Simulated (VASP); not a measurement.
# InP (F-43m) in VASP: notebook, part 2 of 2

VASP 6.6.1. The steps go on from the part before.

## 3. Single point, r2SCAN

Contents of POSCAR:

```
InP
1.0
    0.0000000000      2.9538133482      2.9538133482
    2.9538133482      0.0000000000      2.9538133482
    2.9538133482      2.9538133482      0.0000000000
In P
1 1
Direct
    0.0000000000      0.0000000000      0.0000000000
    0.2500000000      0.2500000000      0.2500000000
```

Contents of INCAR.step1:

```
SYSTEM = InP
ALGO = Normal
EDIFF = 1E-4
ENCUT = 520
GGA = PE
ISMEAR = 0
LASPH = .TRUE.
LCHARG = .FALSE.
LREAL = .FALSE.
LWAVE = .TRUE.
NBANDS = 16
NELM = 100
PREC = Accurate
SIGMA = 0.01
```

Contents of INCAR.step2:

```
SYSTEM = InP
ALGO = Normal
EDIFF = 1E-6
ENCUT = 520
ISIF = 2
ISMEAR = 0
ISTART = 1
LASPH = .TRUE.
LCHARG = .FALSE.
LMIXTAU = .TRUE.
LREAL = .FALSE.
LWAVE = .FALSE.
METAGGA = R2SCAN
NBANDS = 16
NELM = 100
PREC = Accurate
SIGMA = 0.01
```

Contents of KPOINTS:

```
k-points
0
G
  4 4 4
  0 0 0
```

Potentials or basis: VASP PAW PBE potentials, release 64 (In_d, P).

Command:

```console
$ cat potpaw_PBE.64/In_d/POTCAR potpaw_PBE.64/P/POTCAR > POTCAR
$ cp INCAR.step1 INCAR
$ mpirun -np 1 vasp_std > vasp.out
$ cp INCAR.step2 INCAR
$ mpirun -np 1 vasp_std > vasp.out
```

OUTCAR:

```text
SYSTEM = InP
   EDIFF = 1E-6
   ENCUT = 520
   ISIF = 2
   ISMEAR = 0
   ISTART = 1
   LASPH = .TRUE.
   LREAL = .FALSE.
   METAGGA = R2SCAN
   NELM = 100
   PREC = Accurate

 ion  position               nearest neighbor table
   1  0.000  0.000  0.000-   2 2.56   2 2.56   2 2.56   2 2.56
   2  0.250  0.250  0.250-   1 2.56   1 2.56   1 2.56   1 2.56

  LATTYP: Found a face centered cubic cell.
 ALAT       =     5.9076266964

  Lattice vectors:

[... 319 lines left out ...]

------------------------ aborting loop because EDIFF is reached ----------------------------------------

  FORCE on cell =-STRESS in cart. coord.  units (eV):
  Direction    XX          YY          ZZ          XY          YZ          ZX
  --------------------------------------------------------------------------------------
  -------------------------------------------------------------------------------------
  Total        0.0137290      0.0137290      0.0137290     -0.0000000     -0.0000000      0.0000000
  in kB        0.4267480      0.4267480      0.4267480     -0.0000000     -0.0000000      0.0000000
  external PRESSURE =       0.4267480 kB  Pullay stress =       0.0000000 kB

 VOLUME and BASIS-vectors are now :
 -----------------------------------------------------------------------------
  energy-cutoff  :      520.00
  volume of cell :       51.54
      direct lattice vectors                 reciprocal lattice vectors
     0.000000000  2.953813348  2.953813348    -0.169272713  0.169272713  0.169272713
     2.953813348  0.000000000  2.953813348     0.169272713 -0.169272713  0.169272713
     2.953813348  2.953813348  0.000000000     0.169272713  0.169272713 -0.169272713

 POSITION                                       TOTAL-FORCE (eV/Angst)
 -----------------------------------------------------------------------------------
      0.00000      0.00000      0.00000        -0.000000     -0.000000      0.000000
      1.47691      1.47691      1.47691         0.000000      0.000000     -0.000000
 -----------------------------------------------------------------------------------
    total drift:                               -0.000002     -0.000002     -0.000002

  FREE ENERGIE OF THE ION-ELECTRON SYSTEM (eV)
  ---------------------------------------------------
  free  energy   TOTEN  =       -32.1994393264 eV

  energy  without entropy=      -32.1994393264  energy(sigma->0) =      -32.19943933
```

OUTCAR.step1:

```text
SYSTEM = InP
   EDIFF = 1E-4
   ENCUT = 520
   GGA = PE
   ISMEAR = 0
   LASPH = .TRUE.
   LREAL = .FALSE.
[... 353 lines left out ...]
      0.00000      0.00000      0.00000        -0.000000     -0.000000     -0.000000
      1.47691      1.47691      1.47691         0.000000      0.000000      0.000000
 -----------------------------------------------------------------------------------
    total drift:                               -0.000000     -0.000000     -0.000000

  FREE ENERGIE OF THE ION-ELECTRON SYSTEM (eV)
  ---------------------------------------------------
  free  energy   TOTEN  =        -8.2920145287 eV

  energy  without entropy=       -8.2920145287  energy(sigma->0) =       -8.29201453
```

OSZICAR.step1:

```text
N       E                     dE             d eps       ncg     rms          rms(c)
DAV:   1     0.110568898549E+03    0.11057E+03   -0.84433E+03   256   0.124E+03
DAV:   2    -0.176599940689E+01   -0.11233E+03   -0.10764E+03   296   0.292E+02
DAV:   3    -0.855889807513E+01   -0.67929E+01   -0.67702E+01   344   0.720E+01
DAV:   4    -0.872776811245E+01   -0.16887E+00   -0.16882E+00   320   0.125E+01
DAV:   5    -0.873703588713E+01   -0.92678E-02   -0.92676E-02   408   0.238E+00    0.551E+00
DAV:   6    -0.832018010942E+01    0.41686E+00   -0.64760E-01   408   0.129E+01    0.331E+00
DAV:   7    -0.828967930550E+01    0.30501E-01   -0.16115E-01   368   0.315E+00    0.125E+00
DAV:   8    -0.829093631705E+01   -0.12570E-02   -0.16613E-02   320   0.149E+00    0.308E-01
DAV:   9    -0.829175611149E+01   -0.81979E-03   -0.14261E-03   312   0.394E-01    0.154E-01
DAV:  10    -0.829192783617E+01   -0.17172E-03   -0.23644E-04   304   0.205E-01    0.939E-02
DAV:  11    -0.829201452872E+01   -0.86693E-04   -0.15664E-04   256   0.119E-01
   1 F= -.82920145E+01 E0= -.82920145E+01  d E =-.335258E-22
```

Wall time 25 s (1 thread of Intel Xeon Platinum 8259CL at 2.50GHz (Skylake/Cascade Lake), shared host); peak memory 0.18 GiB.

Results:

| Item | Value |
| --- | --- |
| Free energy | -32.1994 eV |
| Pressure | 0.0 GPa |
| Band gap on the k mesh | 1.02 eV, direct |

Caveat: the k points lie up to 0.46 Å⁻¹ apart; the PAW data sets were made with another functional, which shifts forces and pressure a little; spin-orbit coupling is left out, which moves the levels of the heavy elements. r2SCAN opens gaps a little over a GGA but as a rule still falls short of measured ones.

## 4. Single point, PBE

Contents of INCAR:

```
SYSTEM = InP
  ALGO = Normal
  EDIFF = 1E-6
  ENCUT = 520
  GGA = PE
  ISIF = 2
  ISMEAR = 0
  LASPH = .TRUE.
  LCHARG = .FALSE.
  LREAL = .FALSE.
  LWAVE = .FALSE.
  NBANDS = 16
  NELM = 60
  PREC = Accurate
  SIGMA = 0.01
```

Contents of KPOINTS:

```
k-points
0
G
  6 6 6
  0 0 0
```

POSCAR is that of step 3.

Command:

```console
$ cat potpaw_PBE.64/In_d/POTCAR potpaw_PBE.64/P/POTCAR > POTCAR
$ mpirun -np 1 vasp_std > vasp.out
```

Wall time 10 s (1 thread of Intel Xeon Platinum 8259CL at 2.50GHz (Skylake/Cascade Lake), shared host); peak memory 0.17 GiB.

The run converged. Its results:

| Item | Value |
| --- | --- |
| Free energy | -8.3887 eV |
| Pressure | 1.6 GPa |
| Band gap on the k mesh | 0.58 eV, direct |

Levels at points of the mesh, in eV from the valence-band top:
```
           k point  band 7  band 8  band 9  band 10  band 11  band 12
(0.00, 0.00, 0.00)    0.00    0.00    0.00     0.58     4.09     4.09
(0.50, 0.00, 0.00)   -5.61   -0.94   -0.94     1.44     4.80     4.80
(0.50, 0.50, 0.00)   -5.65   -2.24   -2.24     1.80     2.27     9.07
```

Caveat: spin-orbit coupling is left out, which moves the levels of the heavy elements.

## 5. Single point, HSE06

POSCAR is that of step 4.

Contents of INCAR.step1:

```
SYSTEM = InP
PREC     = Accurate       ! precision mode
ENCUT    = 520            ! plane-wave cutoff, eV
EDIFF    = 1E-5           ! SCF threshold, eV
ISMEAR   = 0              ! smearing method
SIGMA    = 0.01           ! smearing width, eV
LREAL    = .FALSE.        ! projectors in reciprocal space
LASPH    = .TRUE.         ! aspherical terms in the spheres
NELM     = 60             ! most SCF steps
ALGO     = Normal         ! electronic algorithm
ISIF     = 2              ! what is computed and relaxed
LWAVE    = .TRUE.         ! write WAVECAR
LCHARG   = .FALSE.        ! write CHGCAR
NBANDS   = 16             ! bands
GGA      = PE             ! functional
```

Contents of INCAR.step2:

```
SYSTEM = InP
PREC     = Accurate       ! precision mode
ENCUT    = 520            ! plane-wave cutoff, eV
EDIFF    = 1E-6           ! SCF threshold, eV
ISMEAR   = 0              ! smearing method
SIGMA    = 0.01           ! smearing width, eV
LREAL    = .FALSE.        ! projectors in reciprocal space
LASPH    = .TRUE.         ! aspherical terms in the spheres
NELM     = 60             ! most SCF steps
ALGO     = Normal         ! electronic algorithm
ISIF     = 2              ! what is computed and relaxed
LWAVE    = .FALSE.        ! write WAVECAR
LCHARG   = .FALSE.        ! write CHGCAR
GGA      = PE             ! functional
LHFCALC  = .TRUE.         ! exact exchange
HFSCREEN = 0.2079         ! screening, 1/A
PRECFOCK = Normal       
NBANDS   = 16             ! bands
ISTART   = 1
```

Contents of KPOINTS:

```
Automatic mesh
0
G
  4 4 4
  0 0 0
```

Command:

```console
$ cat potpaw_PBE.64/In_d/POTCAR potpaw_PBE.64/P/POTCAR > POTCAR
$ cp INCAR.step1 INCAR
$ mpirun -np 1 vasp_std > vasp.out
$ cp INCAR.step2 INCAR
$ mpirun -np 1 vasp_std > vasp.out
```

Wall time 5 min (1 thread of Intel Xeon Platinum 8259CL at 2.50GHz (Skylake/Cascade Lake), shared host); peak memory 0.28 GiB.

The run converged. Its results:

| Item | Value |
| --- | --- |
| Free energy | -9.9012 eV |
| Pressure | -0.2 GPa |
| Band gap on the k mesh | 1.39 eV, direct |

Levels at points of the mesh, in eV from the valence-band top:
```tsv
k point	band 5	band 6	band 7	band 8	band 9	band 10	band 11	band 12	band 13	band 14
(0.00, 0.00, 0.00)	-15.72	-12.55	0.00	0.00	0.00	1.39	4.91	4.91	4.91	9.47
(0.50, 0.00, 0.00)	-15.70	-10.76	-6.11	-1.02	-1.02	2.21	5.65	5.65	7.99	10.47
(0.50, 0.50, 0.00)	-15.68	-10.07	-6.13	-2.45	-2.45	2.41	3.00	10.28	10.74	10.74
```

Caveat: the k points lie up to 0.46 Å⁻¹ apart; the PAW data sets were made with another functional, which shifts forces and pressure a little; spin-orbit coupling is left out, which moves the levels of the heavy elements.

## 6. Overview

```tsv
level	potentials or basis	k mesh	grid for exact exchange (PRECFOCK)	screening parameter	gap on the mesh (eV)	pressure (GPa)
LDA	VASP PAW LDA potentials, release 64 (In_d, P)	4 × 4 × 4	-	-	0.36	-2.5
r2SCAN	VASP PAW PBE potentials, release 64 (In_d, P)	4 × 4 × 4	-	-	1.02	0.0
PBE	VASP PAW PBE potentials, release 64 (In_d, P)	6 × 6 × 6	-	-	0.58	1.6
HSE06	VASP PAW PBE potentials, release 64 (In_d, P)	4 × 4 × 4	Normal	0.2079 1/Å	1.39	-0.2
```

Alike in all rows: task single point; no spin polarisation; cell as given; cutoff (eV) 520; smearing gaussian 0.01 eV.

Caveats: some runs use coarse meshes; spin-orbit coupling is left out, which moves the levels of the heavy elements; the PAW data sets were made with another functional, which shifts forces and pressure a little (some runs).

Absolute energies hang on the potentials; compare differences alone.

## 7. Comparison with measurements

Step 4. Against the measured gap of InP, 1.4236 eV (direct; 1.6 K; a printed reference work, data compilation), the calculated 0.58 eV is off by -0.84 eV. Spin-orbit coupling on In is left out. The value is that of PBE, without temperature or zero-point motion. Semilocal functionals fall short of measured gaps as a rule.
